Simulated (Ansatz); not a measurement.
# BN (P6_3mc) in Ansatz: notebook, part 2 of 2

Ansatz 0.2.0.

**3. Relaxation of cell and atoms, BLYP+D4**

input.yaml reads:

```yaml
crystal:
  lattice:
    - [2.5539396017, 0.0, 0.0]
    - [-1.2769698009, 2.2117765748, 0.0]
    - [0.0, 0.0, 4.226855]
  atoms:
    - { symbol: "N", position: [0.3333333333, 0.6666666667, 0.125276] }
    - { symbol: "N", position: [0.6666666667, 0.3333333333, 0.625276] }
    - { symbol: B, position: [0.3333333333, 0.6666666667, 0.499724] }
    - { symbol: B, position: [0.6666666667, 0.3333333333, 0.999724] }
hamiltonian:
  xc: blyp
  pseudopotentials: { kind: paw }
  dispersion: d4
kpoints:
  mp_grid: { grid: [12, 12, 6] }
scf:
  occupations: { method: fermi_dirac, width: 0.05 }
output:
  forces: true
  stress: true
  eigenvalues: true
  write_density: true
  write_potential: true
  elf: true
  volumetric_format: npy
relax:
  f_tol: 0.01
  max_steps: 40
  cell: { stress_tol: 0.05 }
```

Potentials or basis: Ansatz PAW.

Launch:

```console
> ansatz run input.yaml --threads 2 --pin off --max-ram 5632MiB --backend cpu --events-out ev --progress --plain --runs-dir out
```

Run time: 36 s. Hardware: 2 threads of Intel Xeon at 2.50GHz (Skylake/Cascade Lake), shared host; peak memory 0.35 GiB.

It converged, with:

```
Free energy                            : -1089.7792 eV
Relaxed volume                         : 5.90 Å³/atom
Relaxed cell                           : a = 2.544 Å, b = 2.544 Å, c = 4.208 Å, α = 90.00°, β = 90.00°, γ = 120.00°
Space group after relaxing (to 0.05 Å) : P6_3mc (No. 186)
Energy gained by relaxing              : 1.1 meV/atom
Ionic steps                            : 7
Pressure after relaxing                : 0.0 GPa
Band gap on the k mesh                 : 5.60 eV, indirect (least direct gap 8.46 eV)
```

Step by step:
```csv
step,energy change (eV),largest force (eV/Å),volume (Å³)
1,0.0000,0.0307,23.88
2,-0.0047,0.0023,23.71
3,-0.0063,0.0089,23.59
4,-0.0063,0.0005,23.59
5,-0.0042,0.0004,23.59
6,-0.0043,0.0005,23.59
7,-0.0042,0.0005,23.59
```

Final structure:
```
N B
1.0
     2.54402    0.00000    0.00000
    -1.27201    2.20319    0.00000
     0.00000    0.00000    4.20796
N B
2 2
Cartesian
  0.0000 1.4688 0.5267
  1.2720 0.7344 2.6307
  0.0000 1.4688 2.1033
  1.2720 0.7344 4.2073
```

Levels at points of the mesh, in eV from the valence-band top:
```
             k point  band 5  band 6  band 7  band 8  band 9  band 10  band 11  band 12
  (0.00, 0.00, 0.00)   -2.09   -0.25    0.00    0.00    8.51     8.51     8.75     9.80
 (0.00, 0.00, -0.50)   -1.16   -1.16   -1.16   -1.16    9.72     9.72    10.07    10.07
 (0.00, -0.50, 0.00)   -6.78   -4.91   -4.28   -2.09    7.07     8.28    10.79    11.75
(0.00, -0.50, -0.50)   -3.71   -3.71   -3.51   -3.51    6.95     6.95    10.31    10.31
```

Caveat: the plane-wave basis is chosen anew once the cell has moved, so the energies of steps on either side of that aren't comparable; the pressure holds a Pulay correction of +1.2 GPa for the finite cutoff; the PAW data sets come from PBE, with cores solved anew for the run's functional, which leaves a small shift of forces and pressure.

**4. Single point, PBE**

Changes to input.yaml since step 3:

```diff
@@ -11,5 +11,4 @@
 hamiltonian:
-  xc: blyp
+  xc: pbe
   pseudopotentials: { kind: paw }
-  dispersion: d4
 kpoints:
@@ -17,3 +16,3 @@
 scf:
-  occupations: { method: fermi_dirac, width: 0.05 }
+  occupations: { method: gaussian, width: 0.029 }
 output:
@@ -22,9 +21 @@
   eigenvalues: true
-  write_density: true
-  write_potential: true
-  elf: true
-  volumetric_format: npy
-relax:
-  f_tol: 0.01
-  max_steps: 40
-  cell: { stress_tol: 0.05 }
```

Potentials or basis: Ansatz PAW.

Launch:

```console
> ansatz run input.yaml --threads 2 --pin off --max-ram 5632MiB --backend cpu --events-out ev --progress --plain --runs-dir out
```

Output:

```text
Warning: RAYON_NUM_THREADS=2 ignored (pool sized by the plan → 2); use --threads N
Engine: ansatz 0.2.0, x86_64-unknown-linux-gnu
Pseudopotentials: kind: paw
Pseudopotential: N, paw, valence charge 5, recommended cutoff 420 eV (normal), N.paw.azcp
Pseudopotential: B, paw, valence charge 3, recommended cutoff 420 eV (normal), B.paw.azcp
Functional definition: PBE
  parameter kappa = 0.804
  parameter beta = 0.06672455060314922
  exchange = pbe_x(kappa = kappa, mu = beta*pi^2/3)
  correlation = pbe_c(beta = beta)
Crystal: 4 atoms, lattice volume = 23.876 Å³
Basis set: ecut = 420 eV, 465 PW (Γ), exchange–correlation on 36×36×60 points (8 copies of the dense FFT grid, shifted against one another)
Bands: 12, of which v1, the nominal top of the filled ones, is band 8 counted from 1 (7 counted from 0)
Symmetry: 12 space group operations
Space group: P63mc (ITA 186), of the structure as read, at distance tolerance 2.9e-5 Å
k-points: 76 of 864 (time reversal used)
Non-local potential: N, projectors of the file, l = 0: 2, l = 1: 2, l = 2: 1
Non-local potential: B, projectors of the file, l = 0: 2, l = 1: 2, l = 2: 1
PAW form: soft (Blöchl's): semilocal exchange-correlation on the pseudo side does not see the compensation charge
PAW one-centre angular grid: N, 110 points (default); XC on 64 Gauss nodes
PAW one-centre angular grid: B, 110 points (default); XC on 64 Gauss nodes
Initial density: superposition of atomic densities (neutral atoms: chi_scale 0, normalization atom), corrected by the library's trained network
Initial wavefunctions: pseudopotential atomic-orbital guess
Functional: x = pbe(κ = 0.804, μ = 0.2195149727645171), c = pbe(β = 0.06672455060314922)
SCF iter   1: F=—  HF=-1084.482538 eV  |F-HF|=—  |Δ(HF+E_count)|=         —  Δρ=2.71e-3  dr2=9.05e-4  ethr=1.77e-3  ⟨swp⟩=5.5  Hψ=5024  notcnv=0
preconditioner: auto → none  [insulator: Δε(μ)=5.198 eV  Ē_g=17.516 eV  σ=0.029 eV  W_gap=1.00  n_scr=2 (ndim 8)  ℏωp=30.4 eV  f_vac=0.000  D(μ)=0.00/eV (n_scr^D=0)  ε∞_Penn≈4.0]
SCF iter   2: F=—  HF=-1084.482701 eV  |F-HF|=—  |Δ(HF+E_count)|=   1.63e-4  Δρ=9.69e-4  dr2=1.10e-4  ethr=5.65e-6  ⟨swp⟩=2.3  Hψ=2238  notcnv=0
SCF iter   3: F=—  HF=-1084.482805 eV  |F-HF|=—  |Δ(HF+E_count)|=   1.04e-4  Δρ=4.77e-4  dr2=1.62e-5  ethr=6.86e-7  ⟨swp⟩=2.9  Hψ=1640  notcnv=0
SCF iter   4: F=—  HF=-1084.482853 eV  |F-HF|=—  |Δ(HF+E_count)|=   4.83e-5  Δρ=1.10e-4  dr2=9.12e-7  ethr=1.01e-7  ⟨swp⟩=2.5  Hψ=1497  notcnv=0
iter 5 did not close the SCF: its close was put off for the readings that it lacked (scf_convergence_deferred on its scf_iter line)
SCF iter   5: F=-1084.482856 eV  HF=-1084.482856 eV  |F-HF|=4.72e-8  |Δ(HF+E_count)|=   2.98e-6  Δρ=1.38e-5  dr2=1.40e-8  ethr=5.70e-9  ⟨swp⟩=2.1  Hψ=1501  notcnv=0
SCF iter   6: F=-1084.482856 eV  HF=-1084.482856 eV  |F-HF|=2.45e-10  |Δ(HF+E_count)|=   5.12e-8  Δρ=1.10e-6  dr2=1.17e-10  ethr=8.75e-11  ⟨swp⟩=1.8  Hψ=2877  notcnv=0
SCF 1 converged in 6 iterations: F = -1084.482856 eV  dr2 = 1.17e-10
SCF converged after 6 iterations
Free energy (F): -1084.482856 eV
Harris-Foulkes:  -1084.482856 eV  (|F-HF|=2.45e-10)
Internal energy: -1084.482856 eV  (E = F + TS)
E sigma→0 (E₀):  -1084.482856 eV
Fermi energy:    13.774777 eV
--- Per-component energies (eV) ---
  E_band       = 51.035231
  E_kinetic    = 370.139733
  E_local      = -354.553946  (includes V_loc(G=0)·N_el)
  E_nonlocal   = 113.040334
  E_hartree    = 99.650814
  E_xc         = -186.642775
  E_vxc        = -232.134252  (∫ρ·V_xc dr)
  E_paw        = -412.785775  (= ΣΔE_a)
  E_vpaw       = -44.758485  (= ΣTr[D̂ρ^β])
  E_aug_tail   = 0.000203  (compensation charges beyond the density's cutoff)
  E_ewald      = -713.331445
  E_smearing   = -0.000000  (= −TS)
  E_closure    = -0.000000  (closes the sum)
  Σ components = -1084.482856   (vs F -1084.482856, Δ=0.00e0)
--- Forces (eV/Å), atoms counted from 1 ---
  atom   1  N      0.00000000     0.00000000    -0.01631324
  atom   2  N     -0.00000000    -0.00000000    -0.01631324
  atom   3  B     -0.00000000    -0.00000000     0.01631187
  atom   4  B      0.00000000     0.00000000     0.01631187
  max |Σ_I F_I| component: 2.74e-6 eV/Å
--- Stress (GPa, compression-positive) ---
        0.197661      -0.000000       0.000000
       -0.000000       0.197661       0.000000
        0.000000       0.000000      -0.523422
  P = ⅓ Tr σ = -0.0427 GPa (-0.427 kbar)
--- Band table (eV; the first three rows and the last of 76) ---
  k-point 0: bands = ["-9.1217", "-5.0199", "0.3423", "9.0698", "9.0698", "10.8945", "11.1679", "11.1679", "19.5147", "19.5147", "19.7035", "20.5774"]
  k-point 1: bands = ["-8.9571", "-5.5757", "1.1899", "9.1858", "9.1858", "10.0034", "10.9938", "10.9938", "19.7125", "19.7125", "20.0791", "20.5767"]
  k-point 2: bands = ["-8.4687", "-6.6527", "3.1212", "7.9338", "9.5169", "9.5169", "10.5500", "10.5500", "20.2614", "20.2614", "20.4869", "20.5784"]
  k-point 75: bands = ["-3.7313", "-3.7313", "2.3982", "2.3982", "3.5220", "3.5220", "8.1576", "8.1576", "20.4170", "20.4170", "21.3126", "21.3126"]
```

Wall time 4 s (2 threads of Intel Xeon at 2.50GHz (Skylake/Cascade Lake), shared host); peak memory 0.32 GiB.

What came out:

```yaml
Free_energy: -1084.4829 eV
Pressure: 0.0 GPa
Largest_force: 0.016 eV/Å
Band_gap_on_the_k_mesh: 5.21 eV, indirect (least direct gap 8.24 eV)
```

Forces in eV/Å, atoms in the order of the input:
```
N    0.000  0.000 -0.016
N    0.000  0.000 -0.016
B    0.000  0.000  0.016
B    0.000  0.000  0.016
```

Stress tensor (GPa, compression positive):
```
 0.20  0.00  0.00
 0.00  0.20  0.00
 0.00  0.00 -0.52
```

Caveat: the pressure holds a Pulay correction of +1.1 GPa for the finite cutoff. A k mesh can miss the band edges.

**5. The runs side by side**

| task | level | cell | smearing | gap on the mesh (eV) | pressure (GPa) | relaxed volume (Å³/atom) |
| --- | --- | --- | --- | --- | --- | --- |
| relaxation of cell and atoms | BLYP+D3(BJ) | relaxed | fermi-dirac 0.05 eV | 5.60 | 0.0 | 5.90 |
| relaxation of cell and atoms | BLYP+D4 | relaxed | fermi-dirac 0.05 eV | 5.60 | 0.0 | 5.90 |
| single point | PBE | as given | gaussian 0.029 eV | 5.21 | 0.0 | - |

Alike in all rows: potentials or basis Ansatz PAW; no spin polarisation; k mesh 12 × 12 × 6; cutoff (eV) 420.

Caveats: the plane-wave basis is chosen anew once the cell has moved, so the energies of steps on either side of that aren't comparable (some runs); the PAW data sets come from PBE, with cores solved anew for the run's functional, which leaves a small shift of forces and pressure (some runs).

Absolute energies hang on the potentials; compare differences alone.
